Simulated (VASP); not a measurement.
**CaO in VASP 6.6.1, single-point calculation**

INCAR

```
NBANDS = 15
ISMEAR = 0
ENCUT = 520
LASPH = .TRUE.
NSW = 0
LCHARG = .FALSE.
PREC = Accurate
SIGMA = 0.01
LREAL = .FALSE.
METAGGA = R2SCAN
ISIF = 2
EDIFF = 0.0001
ALGO = Normal
IBRION = -1
NELM = 88
LWAVE = .FALSE.
```

KPOINTS

```
KPOINTS created by Atomic Simulation Environment
0
Gamma
10 10 10
0 0 0
```

POSCAR

```
Ca O
 1.0000000000000000
     0.0000000000000000    2.4934521181000000    2.4934521181000000
     2.4934521181000000    0.0000000000000000    2.4934521181000000
     2.4934521181000000    2.4934521181000000    0.0000000000000000
 Ca  O
   1   1
Cartesian
  0.0000000000000000  0.0000000000000000  0.0000000000000000
  2.4934521181000004  2.4934521181000004  2.4934521181000004
```

The recommended PBE PAW datasets give the neutral cell 16 valence electrons.

Command

```
mpirun -np 1 vasp_std
```

OSZICAR

```
N       E                     dE             d eps       ncg     rms          rms(c)
DAV:   1     0.117337615631E+03    0.11734E+03   -0.84824E+03  1410   0.109E+03
DAV:   2    -0.194435150223E+02   -0.13678E+03   -0.12746E+03  1825   0.292E+02
DAV:   3    -0.249925414793E+02   -0.55490E+01   -0.55033E+01  1782   0.614E+01
DAV:   4    -0.251368368777E+02   -0.14430E+00   -0.14421E+00  1787   0.906E+00
DAV:   5    -0.251391068506E+02   -0.22700E-02   -0.22700E-02  1663   0.106E+00    0.772E+00
DAV:   6    -0.191824095695E+02    0.59567E+01   -0.37012E+00  1903   0.231E+01    0.270E+00
DAV:   7    -0.193385898643E+02   -0.15618E+00   -0.46531E-01  1487   0.471E+00    0.197E+00
DAV:   8    -0.193773585426E+02   -0.38769E-01   -0.18431E-01  1410   0.436E+00    0.141E+00
DAV:   9    -0.193477114546E+02    0.29647E-01   -0.76753E-02  1473   0.247E+00    0.127E-01
DAV:  10    -0.193472657434E+02    0.44571E-03   -0.32655E-03  1592   0.553E-01    0.625E-02
DAV:  11    -0.193474451950E+02   -0.17945E-03   -0.43931E-04  1487   0.185E-01    0.416E-02
DAV:  12    -0.193474070241E+02    0.38171E-04   -0.12507E-04  1259   0.894E-02
   1 F= -.19347407E+02 E0= -.19347407E+02  d E =-.501399-151
```

From OUTCAR

```
k-points           NKPTS =     47   k-points in BZ     NKDIM =     47   number of bands    NBANDS=     15

   NELECT =      16.0000    total number of electrons

   dimension x,y,z NGX =    28 NGY =   28 NGZ =   28
   dimension x,y,z NGXF=    56 NGYF=   56 NGZF=   56

  energy-cutoff  :      520.00
  volume of cell :       31.01
      direct lattice vectors                 reciprocal lattice vectors
     0.000000000  2.493452118  2.493452118    -0.200525206  0.200525206  0.200525206
     2.493452118  0.000000000  2.493452118     0.200525206 -0.200525206  0.200525206
     2.493452118  2.493452118  0.000000000     0.200525206  0.200525206 -0.200525206

 k-points in reciprocal lattice and weights: KPOINTS created by Atomic Simulation Env
   0.00000000  0.00000000  0.00000000       0.001
   0.10000000  0.00000000  0.00000000       0.008
   0.20000000  0.00000000  0.00000000       0.008
   0.30000000  0.00000000  0.00000000       0.008
   0.40000000  0.00000000  0.00000000       0.008
   0.50000000  0.00000000  0.00000000       0.004
   0.10000000  0.10000000  0.00000000       0.006
   0.20000000  0.10000000  0.00000000       0.024
   ...

 E-fermi :   1.6203

 k-point     1 :       0.0000    0.0000    0.0000
  band No.  band energies     occupation
      1     -38.1163      2.00000
      2     -18.0692      2.00000
      3     -18.0692      2.00000
      4     -18.0691      2.00000
      5     -14.8325      2.00000
      6       1.4366      2.00000
      7       1.4366      2.00000
      8       1.4366      2.00000
      9       5.9865      0.00000
     10       7.9901      0.00000
     11       7.9902      0.00000
     12       7.9902      0.00000
     13       9.4020      0.00000
     14       9.4020      0.00000
     15      16.4760      0.00000

 k-point     2 :       0.1000    0.0000    0.0000
  band No.  band energies     occupation
      1     -38.1105      2.00000
      2     -18.1568      2.00000
      3     -18.0728      2.00000
      4     -18.0728      2.00000
      5     -14.7363      2.00000
      6       1.1129      2.00000
      7       1.3250      2.00000
      8       1.3251      2.00000
      9       6.4240      0.00000
     10       7.9506      0.00000
     11       8.1424      0.00000
     12       8.1424      0.00000
     13       9.6033      0.00000
     14       9.6033      0.00000
     15      16.8080      0.00000

 k-point     3 :       0.2000    0.0000    0.0000
  band No.  band energies     occupation
      1     -38.0953      2.00000
      2     -18.3667      2.00000
      3     -18.0823      2.00000
      4     -18.0823      2.00000
      5     -14.5040      2.00000
      6       0.4217      2.00000
      7       1.0530      2.00000
      8       1.0530      2.00000
      9       7.4285      0.00000
     10       7.9531      0.00000
     11       8.5625      0.00000
     12       8.5625      0.00000
     13      10.1310      0.00000
     14      10.1310      0.00000
     15      17.2014      0.00000

 ...

  Total       -1.9498752     -1.9498752     -1.9498752      0.0000000      0.0000000      0.0000000
  in kB     -100.7591082   -100.7591082   -100.7591082      0.0000000      0.0000000      0.0000000
  external PRESSURE =    -100.7591082 kB  Pullay stress =       0.0000000 kB

 POSITION                                       TOTAL-FORCE (eV/Angst)
 -----------------------------------------------------------------------------------
      0.00000      0.00000      0.00000        -0.000000     -0.000000     -0.000000
      2.49345      2.49345      2.49345         0.000000      0.000000      0.000000
 -----------------------------------------------------------------------------------
    total drift:                                0.000000      0.000000      0.000000

  FREE ENERGIE OF THE ION-ELECTRON SYSTEM (eV)
  ---------------------------------------------------
  free  energy   TOTEN  =       -19.3474070241 eV

  energy  without entropy=      -19.3474070241  energy(sigma->0) =      -19.34740702
```

It converged. Results: gap between bands v and c on the k mesh 4.18 eV; least direct gap on the k mesh 4.55 eV; pressure -10.1 GPa. Band v is the last that the valence electrons fill when counted band by band, and c is the next.

For comparison, a separate r²SCAN run of the intended cell, on usual settings and not on those above, gives a gap of 4.19 eV on its mesh and a pressure of -10.0 GPa.

The run above took about 55 s on one core of a shared host (Intel Xeon Platinum 8488C) and held 0.18 GiB at most.
